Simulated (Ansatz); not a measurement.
# GaP: response to strain

Aim: deform GaP (zz strain of -2 %) and compute stress, forces and field gradients with LAPW, PAW and all-electron datasets made for the crystal.

Method: DFT LDA, scalar-relativistic, in Ansatz 0.2.0.

2 further runs of the same task are left out: 2 set aside as unsound or not needed.

### Step 1. The system as given

Symmetry: F-43m, No. 216, cubic system. Conventional cell: a = 5.451 Å, b = 5.451 Å, c = 5.451 Å, α = 90.00°, β = 90.00°, γ = 90.00°. Ga (site symmetry -43m) has 4 P at 2.36 Å as nearest neighbours. P (site symmetry -43m) has 4 Ga at 2.36 Å as nearest neighbours.

Coordinates:

```cif
data_structure
_symmetry_space_group_name_H-M 'P 1'
_symmetry_Int_Tables_number 1
_cell_length_a 3.8541
_cell_length_b 3.8541
_cell_length_c 3.8541
_cell_angle_alpha 60.000
_cell_angle_beta 60.000
_cell_angle_gamma 60.000
_cell_volume 40.48
loop_
_atom_site_label
_atom_site_type_symbol
_atom_site_fract_x
_atom_site_fract_y
_atom_site_fract_z
_atom_site_occupancy
Ga1 Ga 0.00000 0.00000 0.00000 1
P1 P 0.75000 0.75000 0.75000 1
```

Atoms are numbered in the order of the input: Ga1, P2.

### Step 2. The deformed structure

Space group F-43m before, I-4m2 after.

### Step 3. All-electron LAPW

Contents of input.yaml:

```yaml
crystal:
  lattice:
    - [0.0, 2.72525, 2.670745]
    - [2.72525, 0.0, 2.670745]
    - [2.72525, 2.72525, 0.0]
  atoms:
    - { symbol: Ga, position: [0.0, 0.0, 0.0] }
    - { symbol: P, position: [0.75, 0.75, 0.75] }
kpoints:
  mp_grid: { grid: [10, 10, 10] }
  band_path:
    path:
      - [0.0, 0.0, 0.0]
      - [0.0, 0.5, 0.5]
      - [0.25, 0.75, 0.5]
      - [0.0, 0.5, 0.0]
      - [0.0, 0.0, 0.0]
      - [0.5, 0.5, 0.0]
      - [0.3801541025, 0.6198458975, 0.0]
      - [-0.3801541025, 0.3801541025, 0.0]
      - [0.0, 0.0, 0.0]
    npoints: 5
scf:
  occupations: { method: fermi_dirac, width: 0.05 }
hamiltonian:
  xc: lda
  pseudopotentials: { kind: all_electron, lapw: { basis_error: 0.0005 } }
output:
  forces: true
  stress: true
  eigenvalues: true
```

Run with:

```sh
$ ansatz run input.yaml --threads 1 --pin off --max-ram 3072MiB --backend cpu --events-out ev --progress --plain --runs-dir out
```

### Step 4. PAW with frozen cores

Contents of input.yaml:

```yaml
crystal:
  lattice:
    - [0.0, 2.72525, 2.670745]
    - [2.72525, 0.0, 2.670745]
    - [2.72525, 2.72525, 0.0]
  atoms:
    - { symbol: Ga, position: [0.0, 0.0, 0.0] }
    - { symbol: P, position: [0.75, 0.75, 0.75] }
kpoints:
  mp_grid: { grid: [10, 10, 10] }
scf:
  occupations: { method: fermi_dirac, width: 0.05 }
hamiltonian:
  xc: lda
  pseudopotentials: { kind: paw }
output:
  forces: true
  stress: true
  eigenvalues: true
  efg: { contact_densities: true }
```

### Step 5. Datasets made for this crystal

input.yaml: that of step 4 with these lines changed.

```diff
@@ -14,3 +14,3 @@
   xc: lda
-  pseudopotentials: { kind: paw }
+  pseudopotentials: { kind: all_electron, datasets: crystal }
 output:
```

(Steps that only read results are left out.)

Q: Predict the outcome of this session. Wanted: pressure; largest shear or deviatoric stress.

The runs gave:

| quantity | value |
| --- | --- |
| pressure | LAPW -1.09, PAW -1.11, crystal datasets -1.09 GPa |
| largest shear or deviatoric stress (LAPW) | 1.02 GPa |

What this shows: Against the undeformed cell the largest change of stress is +2.65 GPa, in the zz component, with the atoms carried along and not relaxed. PAW: stress within 0.02 GPa of LAPW. Crystal datasets: stress within 0.01 GPa of LAPW.
